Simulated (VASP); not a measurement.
# TiAl₃: restarted molecular dynamics, 2 variants

TiAl₃, Pm-3m (no. 221), 12 atoms in the cell. PBE, molecular dynamics; PAW potentials Ti, Al (PBE set).

| Restart from | Temperature at the end (K) | The same without a restart (K) | Potential energy at the end (eV/atom) | The same without a restart (eV/atom) | Electronic steps in the first step after the restart | Time (s) |
|---|---|---|---|---|---|---|
| CONTCAR with velocities, WAVECAR read | 1498.0 | 1498.0 | -4.96987 | -4.96987 | 8 | 175 |
| CONTCAR with velocities, no WAVECAR | 1498.0 | 1498.0 | -4.96987 | -4.96987 | 24 | 180 |

Limits: 120 fs of 12 atoms are too short for converged averages; the cell is only 4.0 Å across, so each atom moves in step with near copies of itself.

## Input of the first row

INCAR.step1:
```
GGA      = PE             # functional
PREC     = Normal         # precision mode
ENCUT    = 240            # plane-wave cutoff, eV
EDIFF    = 1E-6           # SCF threshold, eV
NELMIN   = 4            
NELM     = 60             # most SCF steps
ALGO     = Fast           # electronic algorithm
LREAL    = Auto         
LASPH    = True           # aspherical terms in the spheres
ISMEAR   = -1             # smearing method
SIGMA    = 0.069          # smearing width, eV
ISYM     = 0            
LWAVE    = True           # write WAVECAR
LCHARG   = False          # write CHGCAR
IBRION   = 0              # ionic algorithm
NSW      = 30             # ionic steps
POTIM    = 2.0            # step
TEBEG    = 1600         
ISIF     = 2              # what is computed and relaxed
RANDOM_SEED= 434595 0 0   
MDALGO   = 4            
NHC_NCHAINS= 3            
NHC_PERIOD= 30           
KPAR     = 2             
```

INCAR.step2, as INCAR.step1 but for:
```
- LWAVE = True
+ LWAVE = False
```

KPOINTS:
```
k-points
0
Gamma
  3 3 1
```

POSCAR.step1:
```
TiAl3
1.0
    3.9556712500      0.0000000000      0.0000000000
    0.0000000000      3.9556712500      0.0000000000
    0.0000000000      0.0000000000     11.8670137500
Ti Al
3 9
Direct
    0.0000000000      0.0000000000      0.0000000000
    0.0000000000      0.0000000000      0.3333333333
    0.0000000000      0.0000000000      0.6666666667
    0.0000000000      0.5000000000      0.1666666667
    0.0000000000      0.5000000000      0.5000000000
    0.0000000000      0.5000000000      0.8333333333
    0.5000000000      0.0000000000      0.1666666667
    0.5000000000      0.0000000000      0.5000000000
    0.5000000000      0.0000000000      0.8333333333
    0.5000000000      0.5000000000      0.0000000000
    0.5000000000      0.5000000000      0.3333333333
    0.5000000000      0.5000000000      0.6666666667
```

Commands (each step's output is kept before the next begins):
```
cat potpaw_PBE.64/Ti/POTCAR potpaw_PBE.64/Al/POTCAR > POTCAR
cp INCAR.step1 INCAR
cp POSCAR.step1 POSCAR
mpirun -np 2 vasp_std > vasp.out
cp CONTCAR POSCAR
cp INCAR.step2 INCAR
mpirun -np 2 vasp_std > vasp.out
```

Changes of the last row against the first:
```
(step 1)
- LWAVE = True
+ LWAVE = False
```

VASP 6.6.1 took 175 s on 2 cores (AMD EPYC 7R13 (Zen 3)), a shared host.
